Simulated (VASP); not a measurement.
# Al (Fm-3m) in VASP: settings compared

The runs below take Al through relaxation of cell and atoms, with LDA, PBEsol.

Program: VASP 6.6.1. These are calculated values, not measurements. Logs are shortened: lines on timing, memory, paths and dates and some standing lists are left out, and cuts for length are marked.

## (1) The structure

The structure is cubic, space group Fm-3m (No. 225). Conventional cell: a = 4.050 Å, b = 4.050 Å, c = 4.050 Å, α = 90.00°, β = 90.00°, γ = 90.00°. Al (site symmetry m-3m) is surrounded by 12 Al at 2.86 Å.

## (2) Relaxation of cell and atoms, LDA

The input, INCAR:

```
PREC = Accurate ; ENCUT = 600
EDIFF = 1E-6 ; ISMEAR = 1
SIGMA = 0.1 ; LREAL = F
LASPH = T ; NELM = 80
ALGO = Normal ; ISIF = 3
LWAVE = F ; LCHARG = F
GGA = CA ; IBRION = 2
NSW = 90 ; EDIFFG = -0.01
```

The input, KPOINTS:

```
regular mesh
0
Gamma
  16 16 16
```

The input, POSCAR:

```
Al
1.0
    0.0000000000      2.0248050000      2.0248050000
    2.0248050000      0.0000000000      2.0248050000
    2.0248050000      2.0248050000      0.0000000000
Al
1
Direct
    0.0000000000      0.0000000000      0.0000000000
```

Potentials or basis: VASP PAW LDA potentials, release 64 (Al).

Command:

```
> cat potpaw_LDA.64/Al/POTCAR > POTCAR
> mpirun -np 1 vasp_std > vasp.out
```

OUTCAR:

```text
PREC = Accurate
   ENCUT = 600
   EDIFF = 1E-6
   ISMEAR = 1
   LREAL = F
   LASPH = T
   NELM = 80
   ISIF = 3
   GGA = CA
   IBRION = 2
   NSW = 90
   EDIFFG = -0.01

 ion  position               nearest neighbor table
   1  0.000  0.000  0.000-

  LATTYP: Found a face centered cubic cell.
 ALAT       =     4.0496100000

  Lattice vectors:

 A1 = (   0.0000000000,   2.0248050000,   2.0248050000)
 A2 = (   2.0248050000,   0.0000000000,   2.0248050000)
 A3 = (   2.0248050000,   2.0248050000,   0.0000000000)

Analysis of symmetry for initial positions (statically):
=====================================================================
 Subroutine PRICEL returns:
 Original cell was already a primitive cell.

 Routine SETGRP: Setting up the symmetry group for a
 face centered cubic supercell.

 Subroutine GETGRP returns: Found 48 space group operations
 (whereof 48 operations were pure point group operations)
 out of a pool of 48 trial point group operations.

The static configuration has the point symmetry O_h .

Analysis of symmetry for dynamics (positions and initial velocities):
=====================================================================
 Subroutine PRICEL returns:
 Original cell was already a primitive cell.

 Routine SETGRP: Setting up the symmetry group for a
 face centered cubic supercell.

 Subroutine GETGRP returns: Found 48 space group operations
 (whereof 48 operations were pure point group operations)
 out of a pool of 48 trial point group operations.

The dynamic configuration has the point symmetry O_h .

 Subroutine INISYM returns: Found 48 space group operations
 (whereof 48 operations are pure point group operations),
 and found     1 'primitive' translations

----------------------------------------------------------------------------------------

                                     Primitive cell

  volume of cell :      16.6027

  direct lattice vectors                    reciprocal lattice vectors
     0.000000000  2.024805000  2.024805000    -0.246937359  0.246937359  0.246937359
     2.024805000  0.000000000  2.024805000     0.246937359 -0.246937359  0.246937359
     2.024805000  2.024805000  0.000000000     0.246937359  0.246937359 -0.246937359
[... 85 lines left out ...]
   NSW    =     90    number of steps for IOM
   IBRION =      2    ionic relax: 0-MD 1-quasi-New 2-CG
   NFREE  =      1    steps in history (QN), initial steepest desc. (CG)
   ISIF   =      3    stress and relaxation
   ISYM   =      2    0-nonsym 1-usesym 2-fastsym
   POTIM  = 0.5000    time-step for ionic-motion
   TEBEG  =    0.0;   TEEND  =   0.0 temperature during run
   PSTRESS=    0.0 pullay stress
   NELECT =       3.0000    total number of electrons
   NUPDOWN=      -1.0000    fix difference up-down
   EMIN   =  10.00;   EMAX   =-10.00  energy-range for DOS
   EFERMI =   0.00;   METHOD = LEGACY
   ISMEAR =     1;   SIGMA  =   0.10  broadening in eV -4-tet -1-fermi 0-gaus
   EFERMI_NEDOS =   21; number of points for ismear=-14 and -15
   IALGO  =     38    algorithm
   IMIX   =      4    mixing-type and parameters
     AMIX     =   0.40;   BMIX     =  1.00
     AMIX_MAG =   1.60;   BMIX_MAG =  1.00
  volume/ion in A,a.u.               =      16.60       112.04
  Fermi-wavevector in a.u.,A,eV,Ry     =   0.925526  1.748991 11.654733  0.856599
  Thomas-Fermi vector in A             =   2.051390
   LORBIT       =      0    0 simple, 1 ext, 2 COOP (PROOUT), +10 PAW based schemes
   GGA     = CA    functional components
   LHFCALC =     F    Hartree Fock is set to
   AEXX    =    0.0000 exact exchange contribution
   IVDW    =     0    specifies the selected vdW correction
   LEPSILON=     F    determine dielectric tensor
   LRPA    =     F    only Hartree local field effects (RPA)
 conjugate gradient relaxation of ions
 non-spin polarized calculation
 Methfessel and Paxton  Order N= 1 SIGMA  =   0.10
  energy-cutoff  :      600.00
  volume of cell :       16.60
 maximum number of plane-waves:       568
   NGX = 11   NGY = 11   NGZ = 11

--------------------------------------- Ionic step        1  -------------------------------------------

 number of electron       3.0000000 magnetization

 Free energy of the ion-electron system (eV)
  ---------------------------------------------------
  ext. energy  EPLUGINS =         0.00000000
  ---------------------------------------------------
  free energy    TOTEN  =        -4.18780558 eV

  energy without entropy =       -4.18815883  energy(sigma->0) =       -4.18792333

------------------------ aborting loop because EDIFF is reached ----------------------------------------

  FORCE on cell =-STRESS in cart. coord.  units (eV):
  Direction    XX          YY          ZZ          XY          YZ          ZX
  --------------------------------------------------------------------------------------
  -------------------------------------------------------------------------------------
  Total       -0.3877979     -0.3877979     -0.3877979      0.0000000      0.0000000      0.0000000
  in kB      -37.4228130    -37.4228130    -37.4228130      0.0000000      0.0000000      0.0000000
  external PRESSURE =     -37.4228130 kB  Pullay stress =       0.0000000 kB
[... 57 lines left out ...]
--------------------------------------- Ionic step        3  -------------------------------------------

 number of electron       3.0000000 magnetization

 Free energy of the ion-electron system (eV)
  ---------------------------------------------------
  ext. energy  EPLUGINS =         0.00000000
  ---------------------------------------------------
  free energy    TOTEN  =        -4.19743445 eV

  energy without entropy =       -4.19779521  energy(sigma->0) =       -4.19755470

 E-fermi :   8.2698     XC(G=0): -10.5017

 val. band max:        8.2319886664   @ k =  -0.2500   0.3125   0.1250
 cond. band min:       8.3624274111   @ k =   0.4375   0.4375   0.0000
 fundamental gap:      0.1304387447
 Fermi energy:         8.2697880507

 k-point     1 :       0.0000    0.0000    0.0000
  band No.  band energies     occupation
      1      -3.1570      2.00000
      2      21.0411      0.00000
      3      21.0411      0.00000
      4      21.0411      0.00000
      5      22.6912      0.00000
[... 177 lines left out ...]
 k-point    24 :      -0.0625    0.0625    0.0000
  band No.  band energies     occupation
      1      -2.8667      2.00000
      2      18.1732      0.00000
      3      18.9498      0.00000
      4      21.3233      0.00000
      5      22.8677      0.00000

 [... further k-points ...]
[... 5 lines left out ...]
  --------------------------------------------------------------------------------------
  -------------------------------------------------------------------------------------
  Total        0.0006644      0.0006644      0.0006644      0.0000000     -0.0000000     -0.0000000
  in kB        0.0673143      0.0673143      0.0673143      0.0000000     -0.0000000     -0.0000000
  external PRESSURE =       0.0673143 kB  Pullay stress =       0.0000000 kB
[... 16 lines left out ...]
  FREE ENERGIE OF THE ION-ELECTRON SYSTEM (eV)
  ---------------------------------------------------
  free  energy   TOTEN  =        -4.1974344455 eV

  energy  without entropy=       -4.1977952057  energy(sigma->0) =       -4.19755470

 reached required accuracy - stopping structural energy minimisation
```

CONTCAR:

```text
Al
   1.00000000000000
    -0.0000000000000000    1.9922394738999907    1.9922394738999907
     1.9922394738999907    0.0000000000000000    1.9922394738999907
     1.9922394738999907    1.9922394738999907    0.0000000000000000
  Al
     1
Direct
     0.0000000000000000    0.0000000000000000    0.0000000000000000

  0.00000000E+00  0.00000000E+00  0.00000000E+00
```

It took 5.4 s on 1 thread of Intel Xeon 6975P-C (Granite Rapids), shared host; peak memory 0.13 GiB.

What came out:

- Free energy: -4.1974 eV
- Relaxed volume: 15.81 Å³/atom
- Relaxed cell: a = 2.817 Å, b = 2.817 Å, c = 2.817 Å, α = 60.00°, β = 60.00°, γ = 60.00°
- Space group after relaxing (to 0.05 Å): Fm-3m (No. 225)
- Energy gained by relaxing: 9.6 meV/atom
- Ionic steps: 3
- Pressure after relaxing: 0.0 GPa
- Band gap on the k mesh: none (metal or under the smearing width)

Step by step:
```tsv
step	energy change (eV)	largest force (eV/Å)	pressure (GPa)	volume (Å³)
1	0.0000	0.0000	-3.74	16.60
2	-0.0093	0.0000	0.71	15.69
3	-0.0096	0.0000	0.01	15.81
```

Final structure:
```yaml
crystal:
  lattice:
    - [0.00000, 1.99224, 1.99224]
    - [1.99224, 0.00000, 1.99224]
    - [1.99224, 1.99224, 0.00000]
  atoms:
    - { symbol: Al, position: [0.00000, 0.00000, 0.00000] }
```

## (3) Relaxation of cell and atoms, LDA

This run uses another cell than the first one, of 15.81 Å³/atom, 0.953 times its volume.

The input, INCAR:

```
PREC = Accurate ; ENCUT = 600
EDIFF = 1E-7 ; ISMEAR = 1
SIGMA = 0.1 ; LREAL = F
LASPH = T ; NELM = 80
ALGO = Normal ; ISIF = 3
LWAVE = F ; LCHARG = F
GGA = CA ; IBRION = 2
NSW = 90 ; EDIFFG = -0.005
```

KPOINTS is that of step 2.

The input, POSCAR:

```
Al                                      
1.0
   -0.0000000000      1.9922394739      1.9922394739
    1.9922394739      0.0000000000      1.9922394739
    1.9922394739      1.9922394739      0.0000000000
  Al            
     1
Direct
     0.0000000000000000    0.0000000000000000    0.0000000000000000
```

Potentials or basis: VASP PAW LDA potentials, release 64 (Al).

Command:

```
> cat potpaw_LDA.64/Al/POTCAR > POTCAR
> mpirun -np 1 vasp_std > vasp.out
```

Wall time 3.1 s (1 thread of Intel Xeon 6975P-C (Granite Rapids), shared host); peak memory 0.12 GiB.

Results (log left out):

| Item | Value |
| --- | --- |
| Free energy | -4.1974 eV |
| Pressure after relaxing | 0.0 GPa |
| Band gap on the k mesh | none (metal or under the smearing width) |

Final structure:
```
Al
1.0
     0.00000    1.99224    1.99224
     1.99224    0.00000    1.99224
     1.99224    1.99224    0.00000
Al
1
Direct
  0.00000 0.00000 0.00000
```

Levels at points of the mesh, in eV from the Fermi level:
| k point | band 1 | band 2 | band 3 | band 4 | band 5 |
| --- | --- | --- | --- | --- | --- |
| (0.00, 0.00, 0.00) | -11.43 | 12.77 | 12.77 | 12.77 | 14.42 |
| (0.50, 0.00, 0.00) | -4.75 | -4.48 | 11.60 | 11.60 | 11.66 |
| (0.50, 0.50, 0.00) | -3.03 | -1.65 | 5.27 | 5.70 | 5.70 |

Caveat: the relaxation stopped at its first step, so nothing moved.

## (4) Relaxation of cell and atoms, PBEsol

The input, INCAR:

```
SYSTEM = Al
ALGO     = Normal         ! electronic algorithm
EDIFF    = 1E-6           ! SCF threshold, eV
EDIFFG   = -0.01          ! ionic threshold
ENCUT    = 600            ! plane-wave cutoff, eV
GGA      = PS             ! functional
IBRION   = 2              ! ionic algorithm
ISIF     = 3              ! what is computed and relaxed
ISMEAR   = 1              ! smearing method
LASPH    = .TRUE.         ! aspherical terms in the spheres
LCHARG   = .FALSE.        ! write CHGCAR
LREAL    = .FALSE.        ! projectors in reciprocal space
LWAVE    = .FALSE.        ! write WAVECAR
NELM     = 80             ! most SCF steps
NSW      = 90             ! ionic steps
PREC     = Accurate       ! precision mode
SIGMA    = 0.1            ! smearing width, eV
```

The input, KPOINTS:

```
k-points
0
G
  16 16 16
  0 0 0
```

The input, POSCAR:

```
Al
1.0
    0.0000000000      2.0248050000      2.0248050000
    2.0248050000      0.0000000000      2.0248050000
    2.0248050000      2.0248050000      0.0000000000
Al
1
Direct
    0.0000000000      0.0000000000      0.0000000000
```

Potentials or basis: VASP PAW PBE potentials, release 64 (Al).

Command:

```
> cat potpaw_PBE.64/Al/POTCAR > POTCAR
> mpirun -np 1 vasp_std > vasp.out
```

OUTCAR:

```text
SYSTEM = Al
   EDIFF = 1E-6
   EDIFFG = -0.01
   ENCUT = 600
   GGA = PS
   IBRION = 2
   ISIF = 3
   ISMEAR = 1
   LASPH = .TRUE.
   LREAL = .FALSE.
   NELM = 80
   NSW = 90
   PREC = Accurate

 ion  position               nearest neighbor table
   1  0.000  0.000  0.000-

  LATTYP: Found a face centered cubic cell.
 ALAT       =     4.0496100000

  Lattice vectors:

 A1 = (   0.0000000000,   2.0248050000,   2.0248050000)
 A2 = (   2.0248050000,   0.0000000000,   2.0248050000)
 A3 = (   2.0248050000,   2.0248050000,   0.0000000000)

Analysis of symmetry for initial positions (statically):
=====================================================================
 Subroutine PRICEL returns:
 Original cell was already a primitive cell.

 Routine SETGRP: Setting up the symmetry group for a
 face centered cubic supercell.

 Subroutine GETGRP returns: Found 48 space group operations
 (whereof 48 operations were pure point group operations)
 out of a pool of 48 trial point group operations.

The static configuration has the point symmetry O_h .

[... 163 lines left out ...]

  FORCE on cell =-STRESS in cart. coord.  units (eV):
  Direction    XX          YY          ZZ          XY          YZ          ZX
  --------------------------------------------------------------------------------------
  -------------------------------------------------------------------------------------
  Total       -0.2080013     -0.2080013     -0.2080013     -0.0000000     -0.0000000      0.0000000
  in kB      -20.0722934    -20.0722934    -20.0722934     -0.0000000     -0.0000000      0.0000000
  external PRESSURE =     -20.0722934 kB  Pullay stress =       0.0000000 kB
[... 57 lines left out ...]
--------------------------------------- Ionic step        3  -------------------------------------------

 number of electron       3.0000000 magnetization

 Free energy of the ion-electron system (eV)
  ---------------------------------------------------
  ext. energy  EPLUGINS =         0.00000000
  ---------------------------------------------------
  free energy    TOTEN  =        -4.09792694 eV

  energy without entropy =       -4.09826422  energy(sigma->0) =       -4.09803937

 E-fermi :   8.1828     XC(G=0): -10.3266

 val. band max:        8.1451580630   @ k =  -0.2500   0.3125   0.1250
 cond. band min:       8.2673015237   @ k =   0.4375   0.4375   0.0000
 fundamental gap:      0.1221434606
 Fermi energy:         8.1827839611

 k-point     1 :       0.0000    0.0000    0.0000
  band No.  band energies     occupation
      1      -3.1126      2.00000
      2      20.8500      0.00000
      3      20.8500      0.00000
      4      20.8500      0.00000
      5      22.4868      0.00000
[... 177 lines left out ...]
 k-point    24 :      -0.0625    0.0625    0.0000
  band No.  band energies     occupation
      1      -2.8261      2.00000
      2      17.9919      0.00000
      3      18.7663      0.00000
      4      21.1287      0.00000
      5      22.6670      0.00000

 [... further k-points ...]
[... 5 lines left out ...]
  --------------------------------------------------------------------------------------
  -------------------------------------------------------------------------------------
  Total        0.0003738      0.0003738      0.0003738     -0.0000000     -0.0000000      0.0000000
  in kB        0.0369912      0.0369912      0.0369912     -0.0000000     -0.0000000      0.0000000
  external PRESSURE =       0.0369912 kB  Pullay stress =       0.0000000 kB
[... 16 lines left out ...]
  FREE ENERGIE OF THE ION-ELECTRON SYSTEM (eV)
  ---------------------------------------------------
  free  energy   TOTEN  =        -4.0979269448 eV

  energy  without entropy=       -4.0982642202  energy(sigma->0) =       -4.09803937

 reached required accuracy - stopping structural energy minimisation
```

CONTCAR:

```text
Al
   1.00000000000000
    -0.0000000000000000    2.0078218401012902    2.0078218401012902
     2.0078218401012902   -0.0000000000000000    2.0078218401012902
     2.0078218401012902    2.0078218401012902   -0.0000000000000000
  Al
     1
Direct
     0.0000000000000000    0.0000000000000000    0.0000000000000000

  0.00000000E+00  0.00000000E+00  0.00000000E+00
```

Wall time 9.4 s (1 thread of AMD EPYC 9R45 (Zen 5), shared host); peak memory 0.11 GiB.

Results:

* Free energy: -4.0979 eV
* Relaxed volume: 16.19 Å³/atom
* Relaxed cell: a = 2.839 Å, b = 2.839 Å, c = 2.839 Å, α = 60.00°, β = 60.00°, γ = 60.00°
* Space group after relaxing (to 0.05 Å): Fm-3m (No. 225)
* Energy gained by relaxing: 2.7 meV/atom
* Ionic steps: 3
* Pressure after relaxing: 0.0 GPa
* Band gap on the k mesh: none (metal or under the smearing width)

The path:
```
step  energy change (eV)  largest force (eV/Å)  pressure (GPa)  volume (Å³)
   1              0.0000                0.0000           -2.01        16.60
   2             -0.0026                0.0000            0.43        16.11
   3             -0.0027                0.0000            0.00        16.19
```

Final structure:
```xyz
1
Lattice="0.0000 2.0078 2.0078 2.0078 0.0000 2.0078 2.0078 2.0078 0.0000" Properties=species:S:1:pos:R:3 pbc="T T T"
Al    0.0000    0.0000    0.0000
```

Caveat: the PAW data sets were made with another functional, which shifts forces and pressure a little.

## (5) Relaxation of cell and atoms, PBEsol

This run uses another cell than the first one, of 16.19 Å³/atom, 0.975 times its volume.

INCAR: that of step 4 with these lines changed.

```diff
@@ -2,4 +2,4 @@
 ALGO     = Normal         ! electronic algorithm
-EDIFF    = 1E-6           ! SCF threshold, eV
-EDIFFG   = -0.01          ! ionic threshold
+EDIFF    = 1E-7           ! SCF threshold, eV
+EDIFFG   = -0.005         ! ionic threshold
 ENCUT    = 600            ! plane-wave cutoff, eV
```

KPOINTS is that of step 4.

The input, POSCAR:

```
Al                                      
1.0
   -0.0000000000      2.0078218401      2.0078218401
    2.0078218401     -0.0000000000      2.0078218401
    2.0078218401      2.0078218401     -0.0000000000
  Al            
     1
Direct
     0.0000000000000000    0.0000000000000000    0.0000000000000000
```

Command:

```
> cat potpaw_PBE.64/Al/POTCAR > POTCAR
> mpirun -np 1 vasp_std > vasp.out
```

Run time: 5.8 s. Hardware: 1 thread of AMD EPYC 9R45 (Zen 5), shared host; peak memory 0.11 GiB.

The run converged. Its results:

- Free energy: -4.0979 eV
- Pressure after relaxing: 0.0 GPa
- Band gap on the k mesh: none (metal or under the smearing width)

Final structure:
```
Al
1.0
     0.00000    2.00782    2.00782
     2.00782    0.00000    2.00782
     2.00782    2.00782    0.00000
Al
1
Direct
  0.00000 0.00000 0.00000
```

Levels at points of the mesh, in eV from the Fermi level:
```tsv
k point	band 1	band 2	band 3	band 4
(0.00, 0.00, 0.00)	-11.30	12.67	12.67	12.67
(0.50, 0.00, 0.00)	-4.70	-4.44	11.49	11.49
(0.50, 0.50, 0.00)	-3.00	-1.65	5.22	5.64
```

Caveat: the relaxation stopped at its first step, so nothing moved; the PAW data sets were made with another functional, which shifts forces and pressure a little.
